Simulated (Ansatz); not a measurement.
Crystal: MoS2, a slab with vacuum.

```
Mo S
1.0
     3.18454    0.00000    0.00000
    -1.59227    2.75789    0.00000
     0.00000    0.00000   21.67053
Mo S
2 4
Direct
  0.33333 0.66667 0.85116
  0.66667 0.33333 0.14884
  0.66667 0.33333 0.77963
  0.33333 0.66667 0.07725
  0.66667 0.33333 0.92275
  0.33333 0.66667 0.22037
```

Base run:

| Quantity | Value |
| --- | --- |
| Program | Ansatz 0.2.0 |
| Functional | PBE0 |
| Potentials or basis | Ansatz PAW |
| Cutoff | 420 eV |
| Density cutoff | 1680 eV |
| k mesh | 6 × 6 × 2 |
| Occupations | fixed |
| Spin | no spin polarisation |

Its results: band gap on the k mesh 2.41 eV, indirect (least direct gap 2.75 eV); largest force 0.323 eV/Å.

Question: The run is repeated on the same cell with these changes: functional from PBE0 to HSE06; level from pbe0 to hse06. What comes out?

Answer: Band gap on the k mesh 1.74 eV, indirect (least direct gap 2.09 eV); largest force 0.332 eV/Å.

Caveats: the PAW data sets come from PBE, with cores solved anew for the run's functional, which leaves a small shift of forces and pressure.

Not every run made on this cell is shown here.
